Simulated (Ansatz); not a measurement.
## How AlP (F-43m) expands on warming

Aim: the lattice, expansion, heat capacity and bulk modulus of AlP as it warms.

Experimental results on record:
- heat capacity C_P per formula unit 42 J/mol/K and bulk modulus 86 GPa near room temperature (given in “High-Throughput Prediction of Finite-Temperature Properties using the Quasi-Harmonic Approximation”, 2016, arXiv:1603.06924)

Calculated with Ansatz 0.2.0; DFT PBE, scalar-relativistic, plane waves, PAW, in the first sound run; inputs show where later runs differ.

Report form: the programs' logs are mostly left out.

The database entry behind the starting cell differs from later determinations by our own check (0.1 to 0.3 % short, probably kX units), so it need not match the best structure at ambient conditions.

**1. Starting point**

It takes space group F-43m (No. 216, cubic). The conventional cell has a = 5.451 Å, b = 5.451 Å, c = 5.451 Å, α = 90.00°, β = 90.00°, γ = 90.00°. Nearest to Al lie 4 P at 2.36 Å. Nearest to P lie 4 Al at 2.36 Å. Farther neighbours are not listed.

As a file:

```cif
data_structure
_symmetry_space_group_name_H-M 'P 1'
_symmetry_Int_Tables_number 1
_cell_length_a 3.8544
_cell_length_b 3.8544
_cell_length_c 3.8544
_cell_angle_alpha 60.000
_cell_angle_beta 60.000
_cell_angle_gamma 60.000
_cell_volume 40.49
loop_
_atom_site_label
_atom_site_type_symbol
_atom_site_fract_x
_atom_site_fract_y
_atom_site_fract_z
_atom_site_occupancy
Al1 Al 0.00000 0.00000 0.00000 1
P2 P 0.25000 0.25000 0.25000 1
```

**2. Probe on a coarse mesh**

Before spending time, one coarse run tells the gap and the pressure of the starting cell.

File input.yaml:

```yaml
crystal:
  lattice:
    - [0.0, 2.7255, 2.7255]
    - [2.7255, 0.0, 2.7255]
    - [2.7255, 2.7255, 0.0]
  atoms:
    - { symbol: Al, position: [0.0, 0.0, 0.0] }
    - { symbol: P, position: [0.25, 0.25, 0.25] }
kpoints:
  mp_grid: { grid: [6, 6, 6] }
hamiltonian:
  xc: pbe
scf:
  occupations: { method: gaussian, width: 0.1 }
output:
  forces: true
  stress: true
  eigenvalues: true
```

Started as:

```sh
$ ansatz run input.yaml --threads 4 --pin off --max-ram 16384MiB --backend cpu --events-out ev --progress --plain --runs-dir out
```

Elapsed: 0.21 s, on 4 threads of Intel Xeon 6975P-C (Granite Rapids), shared host; peak memory 0.34 GiB.

This step gave:

| Item | Value |
| --- | --- |
| pressure | 2.779 GPa |
| gap on the k-mesh | 1.569 eV |
| volume per atom | 20.25 Å³ |

The start is under 2.8 GPa at this level and looks like an insulator or semiconductor on this mesh.

**3. Relaxation**

The vibrations must be taken about the equilibrium of this functional, not about the starting cell, so the structure is relaxed.

input.yaml, the sections that differ from step 2:

```yaml
kpoints:
  mp_grid: { grid: [8, 8, 8] }
scf:
  occupations: { method: gaussian, width: 0.02 }
relax:
  adjacent_minimum: "off"
  f_tol: 0.005
  max_steps: 80
  cell: { stress_tol: 0.05 }
# crystal, hamiltonian, output: as in step 2
```

Wall time 1.1 s (4 threads); peak memory 0.35 GiB.

The steps of the relaxation:

```csv
step,energy less that of the first step (eV),largest force component (eV/Å),pressure (GPa),volume (Å³)
1,0.0000,0.0000,2.74,40.49
2,-0.0097,0.0000,0.69,41.43
3,-0.0104,0.0000,0.03,41.75
4*,-0.0107,0.0000,0.04,41.75
```

Relaxation steps marked * repeat the geometry before them on a plane-wave basis chosen anew for their cell, so energy and pressure can jump there.

Forces are held to the 24 operations that the run works with; a distortion that breaks them can't arise in this run.

```
conventional cell, symmetrised  before  after  change
                         a (Å)   5.451  5.507  +1.0 %
                         b (Å)   5.451  5.507  +1.0 %
                         c (Å)   5.451  5.507  +1.0 %
              volume (Å³/atom)   20.25  20.87  +3.1 %
```

The relaxed structure:

```xyz
2
Lattice="0.0000 2.7534 2.7534 2.7534 0.0000 2.7534 2.7534 2.7534 0.0000" Properties=species:S:1:pos:R:3 pbc="T T T"
Al    0.0000    0.0000    0.0000
P     1.3767    1.3767    1.3767
```

Numbers from this step:

```yaml
pressure: 0.04387 GPa
gap_on_the_k_mesh: 1.631 eV
volume_per_atom: 20.87 Å³
```

The relaxation ends with a pressure of 0.04 GPa.

**4. Tight relaxation**

The thresholds are tightened for a last relaxation ahead of the phonons, and where mesh or smearing change with them the cell follows.

input.yaml, the sections that differ from step 3:

```yaml
crystal:
  lattice:
    - [0.0, 2.7534005825, 2.7534005825]
    - [2.7534005825, 0.0, 2.7534005825]
    - [2.7534005825, 2.7534005825, 0.0]
  atoms:
    - { symbol: Al, position: [0.0, 0.0, 0.0] }
    - { symbol: P, position: [0.25, 0.25, 0.25] }
scf:
  occupations: { method: fixed }
relax:
  adjacent_minimum: "off"
  f_tol: 0.001
  max_steps: 60
  cell: { stress_tol: 0.01 }
# kpoints, hamiltonian, output: as in step 3
```

Wall time 0.99 s (4 threads); peak memory 0.38 GiB.

Little changed from the start: no atom moved by 0.005 Å and no cell edge by 0.1 %.

This step gave:

```yaml
pressure: 8.67e-5 GPa
gap_on_the_k_mesh: 1.632 eV
volume_per_atom: 20.89 Å³
```

The residual pressure is 8.7e-5 GPa, small enough for phonons.

**5. Relaxing at another setting**

The functional, the potentials or the cutoff change, so the crystal is relaxed again at the new setting.

This step: DFT PBE+D3(BJ), scalar-relativistic, plane waves, PAW (Ansatz 0.2.0).

input.yaml, the sections that differ from step 4:

```yaml
crystal:
  lattice:
    - [0.0, 2.753885507, 2.753885507]
    - [2.753885507, 0.0, 2.753885507]
    - [2.753885507, 2.753885507, 0.0]
  atoms:
    - { symbol: Al, position: [0.0, 0.0, 0.0] }
    - { symbol: P, position: [0.25, 0.25, 0.25] }
hamiltonian:
  xc: pbe
  dispersion: d3bj
# kpoints, scf, output, relax: as in step 4
```

Run time: 1.3 s. Hardware: 4 threads; peak memory 0.39 GiB.

Relaxation path:

```
step  energy less that of the first step (eV)  largest force component (eV/Å)  pressure (GPa)  volume (Å³)
   1                                   0.0000                          0.0000           -2.53        41.77
   2                                  -0.0097                          0.0000           -0.61        40.81
   3                                  -0.0103                          0.0000            0.03        40.51
   4                                  -0.0103                          0.0000            0.00        40.53
  5*                                  -0.0101                          0.0000           -0.01        40.53
```

Relaxation steps marked * repeat the geometry before them on a plane-wave basis chosen anew for their cell, so energy and pressure can jump there.

The run keeps the 24 symmetry operations that it works with, so distortions that break them were not tested.

| conventional cell, symmetrised | before | after | change |
| --- | --- | --- | --- |
| a (Å) | 5.508 | 5.453 | -1.0 % |
| b (Å) | 5.508 | 5.453 | -1.0 % |
| c (Å) | 5.508 | 5.453 | -1.0 % |
| volume (Å³/atom) | 20.89 | 20.26 | -3.0 % |

Final coordinates:

```cif
data_structure
_symmetry_space_group_name_H-M 'P 1'
_symmetry_Int_Tables_number 1
_cell_length_a 3.8555
_cell_length_b 3.8555
_cell_length_c 3.8555
_cell_angle_alpha 60.000
_cell_angle_beta 60.000
_cell_angle_gamma 60.000
_cell_volume 40.53
loop_
_atom_site_label
_atom_site_type_symbol
_atom_site_fract_x
_atom_site_fract_y
_atom_site_fract_z
_atom_site_occupancy
Al1 Al 0.00000 0.00000 0.00000 1
P2 P 0.25000 0.25000 0.25000 1
```

Numbers from this step:

| Item | Value |
| --- | --- |
| pressure | -0.009605 GPa |
| gap on the k-mesh | 1.573 eV |
| volume per atom | 20.26 Å³ |

The residual pressure is -0.0096 GPa, small enough for phonons.

**6. The quasi-harmonic study**

Thermal expansion follows from how the free energy of the vibrations (and of the electrons in a metal) changes with strain, so the program makes strained cells, their phonons and a fit in one run.

input.yaml, the sections that differ from step 5:

```yaml
crystal:
  lattice:
    - [0.0, 2.7262557806, 2.7262557806]
    - [2.7262557806, 0.0, 2.7262557806]
    - [2.7262557806, 2.7262557806, 0.0]
  atoms:
    - { symbol: Al, position: [0.0, 0.0, 0.0] }
    - { symbol: P, position: [0.25, 0.25, 0.25] }
output:
  eigenvalues: true
phonons:
  method: dfpt
  qmesh: [4, 4, 4]
  temperatures: { t_max: 800.0, t_step: 50 }
  thermal_expansion: {}
# kpoints, hamiltonian, scf: as in step 5
# relax: removed
```

Run time: 1.7 min. Hardware: 4 threads; peak memory 0.9 GiB.

Numbers from this step:

| Quantity | Value |
| --- | --- |
| pressure | -0.01170 GPa |
| volume expansion coefficient at 298 K | 8.783 1e-6/K |
| C_P at 298 K | 20.51 J/mol-atom/K |
| entropy at 298 K | 20.96 J/mol-atom/K |
| isothermal bulk modulus at 298 K | 85.53 GPa |
| Grüneisen parameter at 298 K | 0.4500 |
| volume at 298 K | 20.37 Å³/atom |
| principal linear expansion coefficients at 298 K | 2.928, 2.928, 2.928 1e-6/K |

Strained cells of the study; zero-point energy where phonons were solved; the pressures are stresses at a fixed cutoff and can carry an offset from the finite basis. Expansion cells, by row:

```
cell  |a| (Å)  |b| (Å)  |c| (Å)  V (Å³/atom)  E - E_lowest (meV/atom)  pressure, compression positive (GPa)  gap (eV)  zero-point energy (meV/atom)
   1    3.856    3.856    3.856        20.26                        0                                -0.015     1.573                             -
   2    3.886    3.886    3.886        20.75                    3.185                                -2.032      1.62                             -
   3    3.825    3.825    3.825        19.78                    3.223                                  2.21     1.525                             -
   4    3.856    3.856    3.856        20.26                        0                                -0.022     1.573                         56.83
   5    3.875    3.875    3.875        20.57                    1.276                                -1.307     1.603                            56
   6    3.865    3.865    3.865        20.41                    0.288                                -0.631     1.587                         56.44
   7    3.883    3.883    3.883        20.69                    2.471                                -1.799     1.614                         55.67
   8    3.817    3.817    3.817        19.67                    5.059                                 2.799     1.512                             -
   9    3.836    3.836    3.836        19.96                    1.234                                 1.346     1.543                             -
  10    3.896    3.896    3.896        20.91                    5.483                                 -2.63     1.634                             -
```

Quasi-harmonic; a, b, c are the run's own cell vectors. Expansion, by row:

```csv
T (K),a (Å),b (Å),c (Å),alpha (deg),beta (deg),gamma (deg),cell volume (Å³/cell),alpha_a (1e-6/K),alpha_b (1e-6/K),alpha_c (1e-6/K),alpha_V (1e-6/K),C_P (J/mol-atom/K),C_V (J/mol-atom/K),S (J/mol-atom/K),B_T (GPa),B_S (GPa),Grueneisen,extrapolation,fit error (1e-6/K)
0,3.862,3.862,3.862,60,60,60,40.72,0,0,0,0,0,0,0,87.23,87.23,-,0,0
50,3.862,3.862,3.862,60,60,60,40.72,-0.63,-0.63,-0.63,-1.9,2.91,2.91,1.096,87.21,87.21,-0.7,0,0
100,3.861,3.861,3.861,60,60,60,40.71,-0.67,-0.67,-0.67,-2,8.385,8.384,4.819,87.06,87.06,-0.254,0,0
150,3.861,3.861,3.861,60,60,60,40.71,0.48,0.48,0.48,1.45,13.21,13.21,9.168,86.77,86.77,0.116,0,0
200,3.862,3.862,3.862,60,60,60,40.72,1.58,1.58,1.58,4.75,16.71,16.7,13.48,86.39,86.41,0.301,0,0
250,3.862,3.862,3.862,60,60,60,40.73,2.38,2.38,2.38,7.15,19.02,19.01,17.47,85.96,86.02,0.397,0,0.01
298.1,3.863,3.863,3.863,60,60,60,40.75,2.93,2.93,2.93,8.78,20.51,20.48,20.96,85.53,85.63,0.45,0,0.01
300,3.863,3.863,3.863,60,60,60,40.75,2.95,2.95,2.95,8.84,20.55,20.53,21.09,85.51,85.62,0.452,0,0.01
350,3.863,3.863,3.863,60,60,60,40.77,3.34,3.34,3.34,10.03,21.6,21.56,24.34,85.05,85.2,0.486,0,0.01
400,3.864,3.864,3.864,60,60,60,40.79,3.64,3.64,3.64,10.92,22.33,22.28,27.27,84.58,84.77,0.509,0,0.01
450,3.865,3.865,3.865,60,60,60,40.81,3.86,3.86,3.86,11.59,22.86,22.8,29.94,84.11,84.34,0.526,0,0.01
500,3.865,3.865,3.865,60,60,60,40.84,4.04,4.04,4.04,12.13,23.26,23.18,32.37,83.63,83.91,0.538,0,0.01
550,3.866,3.866,3.866,60,60,60,40.86,4.19,4.19,4.19,12.57,23.56,23.47,34.6,83.16,83.47,0.548,0,0.01
600,3.867,3.867,3.867,60,60,60,40.89,4.31,4.31,4.31,12.94,23.8,23.7,36.66,82.68,83.03,0.556,0,0.01
650,3.868,3.868,3.868,60,60,60,40.91,4.42,4.42,4.42,13.26,23.99,23.88,38.57,82.2,82.6,0.562,0,0.01
700,3.869,3.869,3.869,60,60,60,40.94,4.51,4.51,4.51,13.54,24.15,24.02,40.35,81.72,82.16,0.568,0,0.01
750,3.87,3.87,3.87,60,60,60,40.97,4.6,4.6,4.6,13.8,24.28,24.14,42.03,81.24,81.73,0.573,0,0.01
800,3.87,3.87,3.87,60,60,60,41,4.68,4.68,4.68,14.04,24.39,24.23,43.6,80.77,81.29,0.578,0,0.01
```

Expansion coefficient against temperature; values in 1e-6/K:

```
temperature (K)  volume  principal 1
              0       0            0
             50    -1.9        -0.63
            100      -2        -0.67
            150    1.45         0.48
            200    4.75         1.58
            250    7.15         2.38
            298    8.78         2.93
            300    8.84         2.95
            350    10.0         3.34
            400    10.9         3.64
            450    11.6         3.86
            500    12.1         4.04
            550    12.6         4.19
            600    12.9         4.31
            650    13.3         4.42
            700    13.5         4.51
            750    13.8          4.6
            800    14.0         4.68
```

At 298 K the volume expansion is 8.78 × 10⁻⁶/K and B_T is 85.5 GPa. The program raised the cutoff to 487.2 eV by itself: with no cutoff typed, the study takes about 1.16 times the default for its relaxations and scales it with the volume for the phonons.

**7. Summary of results**

```
settings of these figures                        : PBE+D3(BJ), 487.2 eV, k 8×8×8, q 4×4×4
volume expansion coefficient at 298 K            : 8.783 1e-6/K
C_P at 298 K                                     : 20.51 J/mol-atom/K
entropy at 298 K                                 : 20.96 J/mol-atom/K
isothermal bulk modulus at 298 K                 : 85.53 GPa
Grüneisen parameter at 298 K                     : 0.4500
volume at 298 K                                  : 20.37 Å³/atom
principal linear expansion coefficients at 298 K : 2.928, 2.928, 2.928 1e-6/K
```

What this shows: Near room temperature AlP expands by 8.78 × 10⁻⁶/K in volume by PBE+D3(BJ), with C_P = 20.5 J/(mol K) per mole of atoms and B_T = 85.5 GPa. At low temperature the volume shrinks on warming, because modes with negative Grüneisen parameters outweigh the rest; the coefficient turns positive near 130 K. C_P at room temperature is 82 % of the classical 3R an atom, so the stiffest modes are still partly frozen out. A measured bulk modulus near room temperature is 86 GPa (arXiv:1603.06924); the calculated 85.5 GPa differs by -1 %. The table does not say whether its value is isothermal or adiabatic. A measured heat capacity per formula unit near room temperature is 42 J/mol/K (arXiv:1603.06924); the calculated 41.0 J/mol/K differs by -2 %. The interpolation has no quadrupole term, so branches near the zone centre are less sure, since this crystal has sites that are not centres of inversion. The dispersion term is taken with its C6 weights frozen at the crystal at rest, in the force constants and, in the expansion study, in the energies too.

[Logs are printed without paths, hosts, clocks, repeated set-up lines and the standing remarks that a program may print on its own settings, such as how far it seeks lower states.]

[Hosts, paths, dates, database ids (printed as entryN), source tags and the programs' standing remarks are cut or masked in the printed files.]

[A step with changed settings may run another functional than the one named; its input shows which.]
